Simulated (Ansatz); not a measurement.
The reference is Sb2Te3 in the Bi2Te3 type structure (space group R-3m, No. 166).

```cif
data_Sb2Te3
_chemical_formula_sum 'Sb2 Te3'
_space_group_name_H-M_alt 'P 1'
_space_group_IT_number 1
_cell_length_a 10.24356
_cell_length_b 10.24356
_cell_length_c 10.24356
_cell_angle_alpha 24.095
_cell_angle_beta 24.095
_cell_angle_gamma 24.095
loop_
_space_group_symop_operation_xyz
  'x, y, z'
loop_
_atom_site_label
_atom_site_type_symbol
_atom_site_fract_x
_atom_site_fract_y
_atom_site_fract_z
_atom_site_occupancy
Sb1 Sb 0.39906 0.39906 0.39906 1
Sb2 Sb 0.60094 0.60094 0.60094 1
Te1 Te 0.00000 0.00000 0.00000 1
Te2 Te 0.21017 0.21017 0.21017 1
Te3 Te 0.78983 0.78983 0.78983 1
```

The values are results of PBE-D3(BJ) in Ansatz (plane waves to 420 eV, PAW, no spin-orbit coupling), not measurements.

Base values:

```
Item                   Value
-------------------  -------
Lattice parameter a  4.276 Å
```

Modification: a hydrostatic pressure of 0.7 GPa.

What happens to the lattice parameter a?

The lattice parameter a shrinks by 0.020 Å, from 4.276 Å to 4.256 Å.

Load acts through the strain it causes; cell and atoms are relaxed under it. Stability against distortions was not tested.

Ansatz is an electronic-structure program.
